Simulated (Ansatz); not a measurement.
Crystal: Mg.

```xyz
1
Lattice="-1.7728 1.7728 1.7728 1.7728 -1.7728 1.7728 1.7728 1.7728 -1.7728" Properties=species:S:1:pos:R:3 pbc="T T T"
Mg    0.0000    0.0000    0.0000
```

This isn't the form of Mg at room conditions, which is hcp.

```yaml
Program: Ansatz 0.2.0
Task: single point
Functional: PBE
Potentials_or_basis: all-electron LAPW, scalar-relativistic
Cutoff: 118 eV (chosen from the basis error)
Basis_error_allowed: 0.001 eV/atom
k_mesh: 11 × 11 × 11
Occupations: fermi-dirac, width 0.05 eV
Spin: no spin polarisation
```

On this cell: pressure 0.9 GPa; band gap on the k mesh none (metal or under the smearing width).

The same run follows on a disturbed copy (cell strained at random at fixed volume):

```
Mg
1.0
    -1.76811    1.75773    1.74720
     1.76248   -1.78962    1.77345
     1.78739    1.80889   -1.77909
Mg
1
Direct
  0.98579 0.98928 0.97885
```

Problem. What does the disturbed cell give?

Solution. The energy (extrapolated to zero smearing) moves by +1.0 meV/atom; pressure 0.9 GPa; band gap on the k mesh none (metal or under the smearing width).

Stress tensor (GPa, compression positive):
```
 0.90 -0.34  0.11
-0.34  0.86  0.60
 0.11  0.60  1.03
```
